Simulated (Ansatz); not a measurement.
Relaxed sheet of PtSe2, cell area A = 11.900 Å²:

```
CELL_PARAMETERS angstrom
3.70687 0.00000 0.00000
-1.85343 3.21024 0.00000
0.00000 0.00000 31.12162
ATOMIC_POSITIONS crystal
Se 0.66667 0.33333 0.45743
Pt 0.00000 0.00000 0.50000
Se 0.33333 0.66667 0.54257
```

Theory: Ansatz 0.2.0, DFT PBE+D3(BJ), scalar-relativistic, plane waves, PAW. Cutoff 420 eV; k points 12×12×1 on the computed 3-atom cell (Γ-centred); Gaussian smearing, width 0.02 eV; no spin polarisation. The sheet is isolated along c (Coulomb cut-off).

Under strain along y with x held, atoms relaxed, stress positive in compression; ΔE is the free energy at this smearing, of which the stress is the derivative:

```
strain (%)  σxx (N/m)  σyy (N/m)  ΔE (meV/cell) thickness (Å)
        -2      0.427      1.466          10.86          2.692
        +2     -0.377     -1.441          10.76          2.608
```

Q: Which in-plane elastic constants follow from the stresses?

A: Central differences over Δε = 0.04 give C22 = 72.7 N/m from the stress along the strain and C12 = 20.1 N/m from the stress across it. The sheet is hexagonal, so C22 = C11: Poisson's ratio is C12/C11 = 0.28, Young's modulus (C11² − C12²)/C11 = 67 N/m and the shear modulus (C11 − C12)/2 = 26.3 N/m.

Q: Do the energies agree?

A: The second difference [ΔE(−ε) + ΔE(+ε)]/(A·ε²) = (10.86 + 10.76) meV/(11.900 Å² × 0.0004) × 16.02 N/m per eV/Å² = 72.8 N/m should equal C22 = 72.7 N/m; they differ by 0.1 %, so the two routes agree. The stress in compression and in tension differ in size because of the third-order constants.

Q: The unstrained thickness between the outer atoms is 2.649 Å. How does it respond?

A: d ln t/dε = (2.608 − 2.692)/(2.649 × 0.04) = -0.79: the sheet thins as it is stretched, as its bonds turn towards the plane.

Q: The gap on the k mesh is 1.257 eV at −2 %, 1.379 eV unstrained and 1.331 eV at +2 %. What is its slope?

A: On the stretched side -24 meV a percent, on the compressed side 61 meV a percent. The slopes differ in sign or size, which suggests that different band extrema set the gap on the two sides.

The PtSe2 sheet is moderately stiff in its plane, and its elasticity is set by covalent Pt–Se bonds that can tilt as well as stretch. With Pt at the centre of an octahedron of Se, the Se layers move towards the Pt plane under tension and relieve part of the load. The thickness response of -0.79 is nevertheless weaker than rigid bonds would require, so the mean Pt–Se length must also grow, and bond stretching contributes to the C11 of 72.7 N/m alongside angle bending.

The gap narrows for either sign of strain. Uniaxial strain removes the threefold symmetry, so it can split degenerate valence states or make equivalent conduction valleys inequivalent. Either effect brings one branch closer to the opposite edge whichever way the sheet is strained, while the accompanying area change probably makes the two slopes unequal. The switch of extrema may therefore be between symmetry-related partners rather than unrelated bands; the gap values alone do not show which edge is responsible.
